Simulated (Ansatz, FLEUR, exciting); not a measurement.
**NaCl: programs and potentials compared**

```
Cl Na
1.0
     0.00000    2.79406    2.79406
     2.79406    0.00000    2.79406
     2.79406    2.79406    0.00000
Cl Na
1 1
Direct
  0.50000 0.50000 0.50000
  0.00000 0.00000 0.00000
```

The cell is a database's computed one, not the measured one.

Alike in all runs: task band structure; functional BLYP; k mesh 8 × 8 × 8; occupations fermi-dirac, width 0.05 eV; no spin polarisation; no spin-orbit coupling. Pressure is positive in compression and, in plane waves, holds the error of the finite cutoff, which Ansatz's Pulay term estimates and takes out. Gaps are the smaller of the mesh's and the band path's.

```
                                                         program and potentials  plane-wave cutoff (eV)                                                 notes  band gap (eV)  pressure (GPa)
                                                             Ansatz, Ansatz PAW                     420  potentials made for PBE, which Ansatz adapts in part           5.25            2.48
                                 Ansatz, all-electron LAPW, scalar-relativistic                       -                                                     -           5.25            2.49
                                                     FLEUR, all-electron, FLAPW                       -                                                     -           5.24               -
exciting, all-electron LAPW+lo, shipped species files, valence relativity iora*                       -                                                     -           5.24               -
```

The band gap spans 5.24 (FLEUR, all-electron, FLAPW) to 5.25 eV (Ansatz, all-electron LAPW, scalar-relativistic), with all-electron results at 5.24 to 5.25. The pressure spans 2.48 (Ansatz, Ansatz PAW) to 2.49 GPa (Ansatz, all-electron LAPW, scalar-relativistic), with all-electron results at 2.49. Some sets were made for another functional than the one run, which can shift their rows.

Differences between rows come from potentials, basis sets and numerical settings, since the functional is the same but for its coding. Runs on potential files found faulty are left out.
